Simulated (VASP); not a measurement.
# PtSe (F-43m) in VASP: further runs

The runs below take PtSe through core levels, phonons, elastic constants, Wannier functions by SCDM, with PBE.

All numbers are computed with VASP 6.6.1; they aren't measurements. Logs are shortened: lines on timing, memory, paths and dates and some standing lists are left out, and cuts for length are marked.

**1. The structure**

The structure is cubic, space group F-43m (No. 216). Conventional cell: a = 6.075 Å, b = 6.075 Å, c = 6.075 Å, α = 90.00°, β = 90.00°, γ = 90.00°. Pt (site symmetry -43m) has 4 Se at 2.63 Å as nearest neighbours. Se (site symmetry -43m) is surrounded by 4 Pt at 2.63 Å.

The cell comes from a database or a generator and needn't be the stable form of this composition.

**2. Core levels, PBE**

INCAR reads:

```
  PREC = Accurate
  ENCUT = 520
  EDIFF = 1E-6
  ISMEAR = 0
  SIGMA = 0.02
  LREAL = False
  LASPH = True
  NELM = 80
  ALGO = Fast
  ISIF = 2
  LWAVE = False
  LCHARG = False
  GGA = PE
  ICORELEVEL = 1
```

KPOINTS reads:

```
regular mesh
0
Gamma
  8 8 8
```

POSCAR reads:

```
PtSe
1.0
    0.0000000000      3.0374472300      3.0374472300
    3.0374472300      0.0000000000      3.0374472300
    3.0374472300      3.0374472300      0.0000000000
Pt Se
1 1
Direct
    0.0000000000      0.0000000000      0.0000000000
    0.2500000000      0.2500000000      0.2500000000
```

Potentials or basis: VASP PAW PBE potentials, release 64 (Pt, Se).

The run is started by

```console
$ cat potpaw_PBE.64/Pt/POTCAR potpaw_PBE.64/Se/POTCAR > POTCAR
$ mpirun -np 1 vasp_std > vasp.out
```

OUTCAR:

```text
PREC = Accurate
   ENCUT = 520
   EDIFF = 1E-6
   ISMEAR = 0
   LREAL = False
   LASPH = True
   NELM = 80
   ISIF = 2
   GGA = PE

 ion  position               nearest neighbor table
   1  0.000  0.000  0.000-   2 2.63   2 2.63   2 2.63   2 2.63
   2  0.250  0.250  0.250-   1 2.63   1 2.63   1 2.63   1 2.63

  LATTYP: Found a face centered cubic cell.
 ALAT       =     6.0748944600

  Lattice vectors:

 A1 = (   0.0000000000,   3.0374472300,   3.0374472300)
 A2 = (   3.0374472300,   0.0000000000,   3.0374472300)
 A3 = (   3.0374472300,   3.0374472300,   0.0000000000)

Analysis of symmetry for initial positions (statically):
=====================================================================
 Subroutine PRICEL returns:
 Original cell was already a primitive cell.

 Routine SETGRP: Setting up the symmetry group for a
 face centered cubic supercell.

 Subroutine GETGRP returns: Found 24 space group operations
 (whereof 24 operations were pure point group operations)
 out of a pool of 48 trial point group operations.

The static configuration has the point symmetry T_d .

Analysis of symmetry for dynamics (positions and initial velocities):
=====================================================================
 Subroutine PRICEL returns:
 Original cell was already a primitive cell.

 Routine SETGRP: Setting up the symmetry group for a
 face centered cubic supercell.

 Subroutine GETGRP returns: Found 24 space group operations
 (whereof 24 operations were pure point group operations)
 out of a pool of 48 trial point group operations.

The dynamic configuration has the point symmetry T_d .

 Subroutine INISYM returns: Found 24 space group operations
 (whereof 24 operations are pure point group operations),
 and found     1 'primitive' translations

----------------------------------------------------------------------------------------

                                     Primitive cell

  volume of cell :      56.0475

  direct lattice vectors                    reciprocal lattice vectors
     0.000000000  3.037447230  3.037447230    -0.164611913  0.164611913  0.164611913
     3.037447230  0.000000000  3.037447230     0.164611913 -0.164611913  0.164611913
     3.037447230  3.037447230  0.000000000     0.164611913  0.164611913 -0.164611913

  length of vectors
     4.295599068  4.295599068  4.295599068     0.285116197  0.285116197  0.285116197

  position of ions in fractional coordinates (direct lattice)
     0.000000000  0.000000000  0.000000000
     0.250000000  0.250000000  0.250000000

  ion indices of the primitive-cell ions
   primitive index   ion index
                 1           1
                 2           2

----------------------------------------------------------------------------------------

 KPOINTS: regular mesh

Automatic generation of k-mesh.
 Grid dimensions read from file:
 generate k-points for:    8    8    8

 Generating k-lattice:

  Cartesian coordinates                     Fractional coordinates (reciprocal lattice)
    -0.020576489  0.020576489  0.020576489     0.125000000  0.000000000  0.000000000
     0.020576489 -0.020576489  0.020576489     0.000000000  0.125000000  0.000000000
     0.020576489  0.020576489 -0.020576489     0.000000000  0.000000000  0.125000000

  Length of vectors
     0.035639525  0.035639525  0.035639525

  Shift w.r.t. Gamma in fractional coordinates (k-lattice)
     0.000000000  0.000000000  0.000000000

 Subroutine IBZKPT returns following result:
 ===========================================

 Found     29 irreducible k-points:

 Following reciprocal coordinates:
            Coordinates               Weight
  0.000000  0.000000  0.000000      1.000000
  0.125000  0.000000  0.000000      8.000000
  0.250000  0.000000  0.000000      8.000000
  0.375000  0.000000  0.000000      8.000000
  0.500000  0.000000  0.000000      4.000000
  0.125000  0.125000  0.000000      6.000000
[... 16 lines left out ...]
  0.500000  0.250000  0.125000     48.000000
 -0.375000  0.250000  0.125000     24.000000
 [... further k-points ...]
   k-points           NKPTS =     29   k-points in BZ     NKDIM =     29   number of bands    NBANDS=     12
   number of dos      NEDOS =    301   number of ions     NIONS =      2
   total plane-waves  NPLWV =  32768
   dimension x,y,z NGX =    32 NGY =   32 NGZ =   32
   dimension x,y,z NGXF=    64 NGYF=   64 NGZF=   64
   ions per type =               1   1
   NGX,Y,Z   is equivalent  to a cutoff of  12.38, 12.38, 12.38 a.u.
   NGXF,Y,Z  is equivalent  to a cutoff of  24.77, 24.77, 24.77 a.u.
 SYSTEM =  unknown system
   PREC   = accura    normal or accurate (medium, high low for compatibility)
   ISTART =      0    job   : 0-new  1-cont  2-samecut
   ICHARG =      2    charge: 1-file 2-atom 10-const
   ISPIN  =      1    spin polarized calculation?
   LNONCOLLINEAR =      F non collinear calculations
   LSORBIT =      F    spin-orbit coupling
   LASPH  =      T    aspherical Exc in radial PAW
   ENCUT  =  520.0 eV  38.22 Ry    6.18 a.u.   7.99  7.99  7.99*2*pi/ulx,y,z
   NELM   =     80;   NELMIN=  2; NELMDL= -5     # of ELM steps
   EDIFF  = 0.1E-05   stopping-criterion for ELM
   LREAL  =      F    real-space projection
   EDIFFG = 0.1E-04   stopping-criterion for IOM
   NSW    =      0    number of steps for IOM
   IBRION =     -1    ionic relax: 0-MD 1-quasi-New 2-CG
   NFREE  =      0    steps in history (QN), initial steepest desc. (CG)
   ISIF   =      2    stress and relaxation
   ISYM   =      2    0-nonsym 1-usesym 2-fastsym
   POTIM  = 0.5000    time-step for ionic-motion
   TEBEG  =    0.0;   TEEND  =   0.0 temperature during run
   PSTRESS=    0.0 pullay stress
   NELECT =      16.0000    total number of electrons
   NUPDOWN=      -1.0000    fix difference up-down
   EMIN   =  10.00;   EMAX   =-10.00  energy-range for DOS
   EFERMI =   0.00;   METHOD = LEGACY
   ISMEAR =     0;   SIGMA  =   0.02  broadening in eV -4-tet -1-fermi 0-gaus
   EFERMI_NEDOS =   21; number of points for ismear=-14 and -15
   IALGO  =     68    algorithm
   IMIX   =      4    mixing-type and parameters
     AMIX     =   0.40;   BMIX     =  1.00
     AMIX_MAG =   1.60;   BMIX_MAG =  1.00
  volume/ion in A,a.u.               =      28.02       189.11
  Fermi-wavevector in a.u.,A,eV,Ry     =   1.077944  2.037018 15.809462  1.161963
  Thomas-Fermi vector in A             =   2.213869
   LORBIT       =      0    0 simple, 1 ext, 2 COOP (PROOUT), +10 PAW based schemes
   GGA     = PE    functional components
   LHFCALC =     F    Hartree Fock is set to
   AEXX    =    0.0000 exact exchange contribution
   IVDW    =     0    specifies the selected vdW correction
   LEPSILON=     F    determine dielectric tensor
   LRPA    =     F    only Hartree local field effects (RPA)
 non-spin polarized calculation
 RMM-DIIS sequential band-by-band and
 Gauss-broadening in eV      SIGMA  =   0.02
  energy-cutoff  :      520.00
  volume of cell :       56.05
 maximum number of plane-waves:      1540
   NGX = 15   NGY = 15   NGZ = 15

 number of electron      16.0000002 magnetization

 Free energy of the ion-electron system (eV)
  ---------------------------------------------------
  ext. energy  EPLUGINS =         0.00000000
  ---------------------------------------------------
  free energy    TOTEN  =        -9.12257854 eV

  energy without entropy =       -9.12163195  energy(sigma->0) =       -9.12210525

 the core state eigenenergies are
   1-  1s -78394.5900  2s -13764.1901  2p -11924.4618  3s  -3228.0652  3p  -2692.5662
       3d  -2112.9328  4s   -688.3947  4p   -512.8406  4d   -299.9152  4f    -63.3290
       5s    -94.8449  5p    -48.9800
   2-  1s -12495.9964  2s  -1599.3689  2p  -1405.7367  3s   -205.8729  3p   -145.3381
       3d    -45.4996

 E-fermi :   2.9655     XC(G=0):  -9.1307

 val. band max:        2.9516551423   @ k =   0.3750   0.2500   0.1250
 cond. band min:       2.9705035054   @ k =  -0.3750   0.1250   0.0000
 fundamental gap:      0.0188483631
 Fermi energy:         2.9654956070

 k-point     1 :       0.0000    0.0000    0.0000
  band No.  band energies     occupation
      1     -10.6233      2.00000
      2      -1.3407      2.00000
      3      -1.3407      2.00000
      4      -1.3407      2.00000
      5       0.8798      2.00000
      6       0.8798      2.00000
      7       3.3239      0.00000
      8       4.6702      0.00000
      9       4.6702      0.00000
     10       4.6702      0.00000
     11       9.5715      0.00000
     12       9.5715      0.00000

 k-point     2 :       0.1250    0.0000    0.0000
  band No.  band energies     occupation
      1     -10.5639      2.00000
      2      -1.4621      2.00000
      3      -1.2970      2.00000
      4      -1.2970      2.00000
      5       0.8688      2.00000
      6       0.8688      2.00000
      7       3.1426      0.00000
      8       4.5087      0.00000
      9       4.5087      0.00000
     10       4.7491      0.00000
     11       9.1646      0.00000
     12       9.7825      0.00000

 k-point     3 :       0.2500    0.0000    0.0000
  band No.  band energies     occupation
      1     -10.4158      2.00000
      2      -1.6840      2.00000
      3      -1.1960      2.00000
      4      -1.1960      2.00000
      5       0.8725      2.00000
      6       0.8725      2.00000
      7       2.3842      2.00000
      8       4.1143      0.00000
      9       4.1143      0.00000
     10       5.1079      0.00000
     11       9.1101      0.00000
     12      10.1923      0.00000
[... 211 lines left out ...]
 k-point    18 :       0.3750    0.3750    0.0000
  band No.  band energies     occupation
      1     -10.1393      2.00000
      2      -2.1491      2.00000
      3      -0.7262      2.00000
      4      -0.7262      2.00000
      5       0.6622      2.00000
      6       1.1067      2.00000
      7       1.7791      2.00000
      8       2.4695      2.00000
      9       2.4695      2.00000
     10       7.0501      0.00000
     11       7.4430      0.00000
     12      11.6413      0.00000

 k-point    19 :       0.5000    0.3750    0.0000
  band No.  band energies     occupation
      1     -10.0728      2.00000
      2      -2.1210      2.00000
      3      -0.6932      2.00000
      4      -0.6444      2.00000
      5       0.7971      2.00000
      6       1.0927      2.00000
      7       1.2463      2.00000
      8       2.1969      2.00000
      9       2.3303      2.00000
     10       7.3370      0.00000
     11       7.7115      0.00000
     12      11.5146      0.00000

 k-point    20 :      -0.3750    0.3750    0.0000

------------------------ aborting loop because EDIFF is reached ----------------------------------------

  FORCE on cell =-STRESS in cart. coord.  units (eV):
  Direction    XX          YY          ZZ          XY          YZ          ZX
  --------------------------------------------------------------------------------------
  -------------------------------------------------------------------------------------
  Total       -3.9193053     -3.9193053     -3.9193053      0.0000000      0.0000000     -0.0000000
  in kB     -112.0375123   -112.0375123   -112.0375123      0.0000000      0.0000000     -0.0000000
  external PRESSURE =    -112.0375123 kB  Pullay stress =       0.0000000 kB

 VOLUME and BASIS-vectors are now :
 -----------------------------------------------------------------------------
  energy-cutoff  :      520.00
  volume of cell :       56.05
      direct lattice vectors                 reciprocal lattice vectors
     0.000000000  3.037447230  3.037447230    -0.164611913  0.164611913  0.164611913
     3.037447230  0.000000000  3.037447230     0.164611913 -0.164611913  0.164611913
     3.037447230  3.037447230  0.000000000     0.164611913  0.164611913 -0.164611913

 POSITION                                       TOTAL-FORCE (eV/Angst)
 -----------------------------------------------------------------------------------
      0.00000      0.00000      0.00000        -0.000000     -0.000000     -0.000000
      1.51872      1.51872      1.51872         0.000000      0.000000      0.000000
 -----------------------------------------------------------------------------------
    total drift:                               -0.000000     -0.000000     -0.000000

  FREE ENERGIE OF THE ION-ELECTRON SYSTEM (eV)
  ---------------------------------------------------
  free  energy   TOTEN  =        -9.1225785381 eV

  energy  without entropy=       -9.1216319537  energy(sigma->0) =       -9.12210525
```

It took 16 s on 1 thread of Intel Xeon Platinum 8488C (Sapphire Rapids), shared host; peak memory 0.18 GiB.

What came out:

```
Free energy            : -9.1226 eV
Pressure               : -11.2 GPa
Band gap on the k mesh : none (metal or under the smearing width)
```

Levels at points of the mesh, in eV from the Fermi level:
```csv
k point,band 5,band 6,band 7,band 8,band 9,band 10,band 11,band 12
"(0.00, 0.00, 0.00)",-2.09,-2.09,0.36,1.70,1.70,1.70,6.61,6.61
"(0.50, 0.00, 0.00)",-1.98,-1.98,-1.84,0.54,0.54,2.46,7.50,7.51
"(0.50, 0.50, 0.00)",-2.05,-1.84,-1.82,-0.88,-0.88,4.28,4.50,8.92
```

Core levels (eV, on the scale of the bands):
```csv
atom,levels
1 Pt,"1s -78394.6, 2s -13764.2, 2p -11924.5, 3s -3228.1, 3p -2692.6, 3d -2112.9, 4s -688.4, 4p -512.8, 4d -299.9, 4f -63.3, 5s -94.8, 5p -49.0"
2 Se,"1s -12496.0, 2s -1599.4, 2p -1405.7, 3s -205.9, 3p -145.3, 3d -45.5"
```

[end of part 1 of 3]
